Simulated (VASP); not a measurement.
# ZrN (Fm-3m) in VASP: relaxation of cell and atoms with BLYP

Aim: the relaxation of cell and atoms of ZrN with BLYP.

Program: VASP 6.6.1. These are calculated values, not measurements. Logs are shortened: lines on timing, memory, paths and dates and some standing lists are left out, and cuts for length are marked.

## 1. The crystal as given

The structure is cubic, space group Fm-3m (No. 225). The conventional cell has a = 4.600 Å, b = 4.600 Å, c = 4.600 Å, α = 90.00°, β = 90.00°, γ = 90.00°. Around Zr (site symmetry m-3m) lie 6 N at 2.30 Å. N (site symmetry m-3m) is surrounded by 6 Zr at 2.30 Å.

## 2. Relaxation of cell and atoms, BLYP

INCAR reads:

```
AGGAC    = 1.0          
AGGAX    = 1.0          
ALDAC    = 0.0          
ALDAX    = 1.0          
ALGO     = Normal         # electronic algorithm
EDIFF    = 1E-6           # SCF threshold, eV
EDIFFG   = -0.01          # ionic threshold
ENCUT    = 600            # plane-wave cutoff, eV
GGA      = B5             # functional
IBRION   = 2              # ionic algorithm
ISIF     = 3              # what is computed and relaxed
ISMEAR   = -1             # smearing method
LASPH    = T              # aspherical terms in the spheres
LCHARG   = F              # write CHGCAR
LREAL    = F              # projectors in reciprocal space
LWAVE    = F              # write WAVECAR
NELM     = 60             # most SCF steps
NSW      = 40             # ionic steps
PREC     = Accurate       # precision mode
SIGMA    = 0.05           # smearing width, eV
```

KPOINTS reads:

```
k-points
0
Gamma
  10 10 10
```

POSCAR reads:

```
ZrN
1.0
    0.0000000000      2.3000000000      2.3000000000
    2.3000000000      0.0000000000      2.3000000000
    2.3000000000      2.3000000000      0.0000000000
Zr N
1 1
Direct
    0.5000000000      0.5000000000      0.5000000000
    0.0000000000      0.0000000000      0.0000000000
```

Potentials or basis: VASP PAW PBE potentials, release 64 (Zr_sv, N).

The run is started by

```sh
$ cat potpaw_PBE.64/Zr_sv/POTCAR potpaw_PBE.64/N/POTCAR > POTCAR
$ mpirun -np 1 vasp_std > vasp.out
```

OUTCAR:

```text
EDIFF = 1E-6
   EDIFFG = -0.01
   ENCUT = 600
   GGA = B5
   IBRION = 2
   ISIF = 3
   ISMEAR = -1
   LASPH = T
   LREAL = F
   NELM = 60
   NSW = 40
   PREC = Accurate

 ion  position               nearest neighbor table
   1  0.500  0.500  0.500-   2 2.30   2 2.30   2 2.30   2 2.30   2 2.30   2 2.30
   2  0.000  0.000  0.000-   1 2.30   1 2.30   1 2.30   1 2.30   1 2.30   1 2.30

  LATTYP: Found a face centered cubic cell.
 ALAT       =     4.6000000000

  Lattice vectors:

 A1 = (   0.0000000000,   2.3000000000,   2.3000000000)
 A2 = (   2.3000000000,   0.0000000000,   2.3000000000)
 A3 = (   2.3000000000,   2.3000000000,   0.0000000000)

Analysis of symmetry for initial positions (statically):
=====================================================================
 Subroutine PRICEL returns:
 Original cell was already a primitive cell.

 Routine SETGRP: Setting up the symmetry group for a
 face centered cubic supercell.

 Subroutine GETGRP returns: Found 48 space group operations
 (whereof 48 operations were pure point group operations)
 out of a pool of 48 trial point group operations.

The static configuration has the point symmetry O_h .

Analysis of symmetry for dynamics (positions and initial velocities):
=====================================================================
 Subroutine PRICEL returns:
 Original cell was already a primitive cell.

 Routine SETGRP: Setting up the symmetry group for a
 face centered cubic supercell.

 Subroutine GETGRP returns: Found 48 space group operations
 (whereof 48 operations were pure point group operations)
 out of a pool of 48 trial point group operations.

The dynamic configuration has the point symmetry O_h .

 Subroutine INISYM returns: Found 48 space group operations
 (whereof 48 operations are pure point group operations),
 and found     1 'primitive' translations

----------------------------------------------------------------------------------------

                                     Primitive cell

  volume of cell :      24.3340

  direct lattice vectors                    reciprocal lattice vectors
     0.000000000  2.300000000  2.300000000    -0.217391304  0.217391304  0.217391304
     2.300000000  0.000000000  2.300000000     0.217391304 -0.217391304  0.217391304
     2.300000000  2.300000000  0.000000000     0.217391304  0.217391304 -0.217391304

  length of vectors
     3.252691193  3.252691193  3.252691193     0.376532784  0.376532784  0.376532784

  position of ions in fractional coordinates (direct lattice)
     0.500000000  0.500000000  0.500000000
     0.000000000  0.000000000  0.000000000

  ion indices of the primitive-cell ions
   primitive index   ion index
                 1           1
                 2           2

----------------------------------------------------------------------------------------

 KPOINTS: k-points

Automatic generation of k-mesh.
 Grid dimensions read from file:
 generate k-points for:   10   10   10

 Generating k-lattice:

  Cartesian coordinates                     Fractional coordinates (reciprocal lattice)
    -0.021739130  0.021739130  0.021739130     0.100000000  0.000000000  0.000000000
     0.021739130 -0.021739130  0.021739130     0.000000000  0.100000000  0.000000000
     0.021739130  0.021739130 -0.021739130     0.000000000  0.000000000  0.100000000

  Length of vectors
     0.037653278  0.037653278  0.037653278

  Shift w.r.t. Gamma in fractional coordinates (k-lattice)
     0.000000000  0.000000000  0.000000000

 Subroutine IBZKPT returns following result:
 ===========================================

 Found     47 irreducible k-points:

 Following reciprocal coordinates:
            Coordinates               Weight
  0.000000  0.000000  0.000000      1.000000
  0.100000  0.000000  0.000000      8.000000
  0.200000  0.000000  0.000000      8.000000
  0.300000  0.000000  0.000000      8.000000
  0.400000  0.000000  0.000000      8.000000
  0.500000  0.000000  0.000000      4.000000
[... 16 lines left out ...]
  0.300000  0.300000  0.000000      6.000000
  0.400000  0.300000  0.000000     24.000000
 [... further k-points ...]
   k-points           NKPTS =     47   k-points in BZ     NKDIM =     47   number of bands    NBANDS=     12
   number of dos      NEDOS =    301   number of ions     NIONS =      2
   total plane-waves  NPLWV =  21952
   dimension x,y,z NGX =    28 NGY =   28 NGZ =   28
   dimension x,y,z NGXF=    56 NGYF=   56 NGZF=   56
   ions per type =               1   1
   NGX,Y,Z   is equivalent  to a cutoff of  14.31, 14.31, 14.31 a.u.
   NGXF,Y,Z  is equivalent  to a cutoff of  28.62, 28.62, 28.62 a.u.
 SYSTEM =  unknown system
   PREC   = accura    normal or accurate (medium, high low for compatibility)
   ISTART =      0    job   : 0-new  1-cont  2-samecut
   ICHARG =      2    charge: 1-file 2-atom 10-const
   ISPIN  =      1    spin polarized calculation?
   LNONCOLLINEAR =      F non collinear calculations
   LSORBIT =      F    spin-orbit coupling
   LASPH  =      T    aspherical Exc in radial PAW
   ENCUT  =  600.0 eV  44.10 Ry    6.64 a.u.   6.50  6.50  6.50*2*pi/ulx,y,z
   NELM   =     60;   NELMIN=  2; NELMDL= -5     # of ELM steps
   EDIFF  = 0.1E-05   stopping-criterion for ELM
   LREAL  =      F    real-space projection
   EDIFFG = -.1E-01   stopping-criterion for IOM
   NSW    =     40    number of steps for IOM
   IBRION =      2    ionic relax: 0-MD 1-quasi-New 2-CG
   NFREE  =      1    steps in history (QN), initial steepest desc. (CG)
   ISIF   =      3    stress and relaxation
   ISYM   =      2    0-nonsym 1-usesym 2-fastsym
   POTIM  = 0.5000    time-step for ionic-motion
   TEBEG  =    0.0;   TEEND  =   0.0 temperature during run
   PSTRESS=    0.0 pullay stress
   NELECT =      17.0000    total number of electrons
   NUPDOWN=      -1.0000    fix difference up-down
   EMIN   =  10.00;   EMAX   =-10.00  energy-range for DOS
   EFERMI =   0.00;   METHOD = LEGACY
   ISMEAR =    -1;   SIGMA  =   0.05  broadening in eV -4-tet -1-fermi 0-gaus
   EFERMI_NEDOS =   21; number of points for ismear=-14 and -15
   IALGO  =     38    algorithm
   IMIX   =      4    mixing-type and parameters
     AMIX     =   0.40;   BMIX     =  1.00
     AMIX_MAG =   1.60;   BMIX_MAG =  1.00
  volume/ion in A,a.u.               =      12.17        82.11
  Fermi-wavevector in a.u.,A,eV,Ry     =   1.452624  2.745062 28.709889  2.110117
  Thomas-Fermi vector in A             =   2.569985
   LORBIT       =      0    0 simple, 1 ext, 2 COOP (PROOUT), +10 PAW based schemes
   GGA     = B5    functional components
   LHFCALC =     F    Hartree Fock is set to
   AEXX    =    0.0000 exact exchange contribution
   IVDW    =     0    specifies the selected vdW correction
   LEPSILON=     F    determine dielectric tensor
   LRPA    =     F    only Hartree local field effects (RPA)
 conjugate gradient relaxation of ions
 non-spin polarized calculation
  energy-cutoff  :      600.00
  volume of cell :       24.33
 maximum number of plane-waves:       869
 NGX is ok and might be reduce to    28
   NGX = 13   NGY = 13   NGZ = 13

--------------------------------------- Ionic step        1  -------------------------------------------

 number of electron      17.0000000 magnetization

 Free energy of the ion-electron system (eV)
  ---------------------------------------------------
  ext. energy  EPLUGINS =         0.00000000
  ---------------------------------------------------
  free energy    TOTEN  =       -18.78775647 eV

  energy without entropy =      -18.78165617  energy(sigma->0) =      -18.78470632

------------------------ aborting loop because EDIFF is reached ----------------------------------------

  FORCE on cell =-STRESS in cart. coord.  units (eV):
  Direction    XX          YY          ZZ          XY          YZ          ZX
  --------------------------------------------------------------------------------------
  -------------------------------------------------------------------------------------
  Total        1.2116230      1.2116230      1.2116230      0.0000000     -0.0000000      0.0000000
  in kB       79.7745940     79.7745940     79.7745940      0.0000000     -0.0000000      0.0000000
  external PRESSURE =      79.7745940 kB  Pullay stress =       0.0000000 kB
[... 57 lines left out ...]
  energy  without entropy=      -18.7501764981  energy(sigma->0) =      -18.75350954

--------------------------------------- Ionic step        3  -------------------------------------------

 number of electron      17.0000000 magnetization

 Free energy of the ion-electron system (eV)
  ---------------------------------------------------
  ext. energy  EPLUGINS =         0.00000000
  ---------------------------------------------------
  free energy    TOTEN  =       -18.80711781 eV

  energy without entropy =      -18.80081030  energy(sigma->0) =      -18.80396406

 E-fermi :  11.9674     XC(G=0): -11.6224

 val. band max:       11.9555487489   @ k =  -0.1000   0.1000   0.0000
 cond. band min:      11.9916220274   @ k =  -0.4000   0.3000   0.0000
 fundamental gap:      0.0360732785
 Fermi energy:        11.9674030411

 k-point     1 :       0.0000    0.0000    0.0000
  band No.  band energies     occupation
      1     -37.7971      2.00000
      2     -15.5417      2.00000
      3     -15.5417      2.00000
      4     -15.5417      2.00000
      5      -4.0897      2.00000
      6       9.2893      2.00000
      7       9.2893      2.00000
      8       9.2893      2.00000
      9      11.5353      1.99965
     10      11.5353      1.99965
     11      11.5353      1.99965
     12      13.3850      0.00000
[... 331 lines left out ...]
 k-point    24 :       0.4000    0.3000    0.0000
  band No.  band energies     occupation
      1     -37.6746      2.00000
      2     -16.2079      2.00000
      3     -15.7999      2.00000
      4     -15.7710      2.00000
      5      -3.2430      2.00000
      6       6.4032      2.00000
      7       7.9781      2.00000
      8       8.3489      2.00000
      9       9.8607      2.00000
     10      15.0562      0.00000
     11      15.4762      0.00000
     12      15.5394      0.00000

 [... further k-points ...]

------------------------ aborting loop because EDIFF is reached ----------------------------------------

  FORCE on cell =-STRESS in cart. coord.  units (eV):
  Direction    XX          YY          ZZ          XY          YZ          ZX
  --------------------------------------------------------------------------------------
  -------------------------------------------------------------------------------------
  Total       -0.0161675     -0.0161675     -0.0161675     -0.0000000     -0.0000000      0.0000000
  in kB       -1.0300370     -1.0300370     -1.0300370     -0.0000000     -0.0000000      0.0000000
  external PRESSURE =      -1.0300370 kB  Pullay stress =       0.0000000 kB
[... 17 lines left out ...]
  FREE ENERGIE OF THE ION-ELECTRON SYSTEM (eV)
  ---------------------------------------------------
  free  energy   TOTEN  =       -18.8071178143 eV

  energy  without entropy=      -18.8008102987  energy(sigma->0) =      -18.80396406

 reached required accuracy - stopping structural energy minimisation
```

Run time: 39 s. Hardware: 1 thread of Intel Xeon 6975P-C (Granite Rapids), shared host; peak memory 0.17 GiB.

Results:

```yaml
Free_energy: -18.8071 eV
Relaxed_volume: 12.57 Å³/atom
Relaxed_cell: a = 3.289 Å, b = 3.289 Å, c = 3.289 Å, α = 60.00°, β = 60.00°, γ = 60.00°
Space_group_after_relaxing_to_0.05_Å: Fm-3m (No. 225)
Energy_gained_by_relaxing: 9.7 meV/atom
Ionic_steps: 3
Pressure_after_relaxing: -0.1 GPa
Band_gap_on_the_k_mesh: none (metal or under the smearing width)
```

Step by step:
```csv
step,energy change (eV),largest force (eV/Å),pressure (GPa),volume (Å³)
1,0.0000,0.0000,7.98,24.33
2,0.0309,0.0000,-11.00,26.53
3,-0.0194,0.0000,-0.10,25.15
```

Final structure:
```cif
data_structure
_symmetry_space_group_name_H-M 'P 1'
_symmetry_Int_Tables_number 1
_cell_length_a 3.2886
_cell_length_b 3.2886
_cell_length_c 3.2886
_cell_angle_alpha 60.000
_cell_angle_beta 60.000
_cell_angle_gamma 60.000
_cell_volume 25.15
loop_
_atom_site_label
_atom_site_type_symbol
_atom_site_fract_x
_atom_site_fract_y
_atom_site_fract_z
_atom_site_occupancy
Zr1 Zr 0.50000 0.50000 0.50000 1
N1 N 0.00000 0.00000 0.00000 1
```

Caveat: the PAW data sets were made with another functional, which shifts forces and pressure a little.
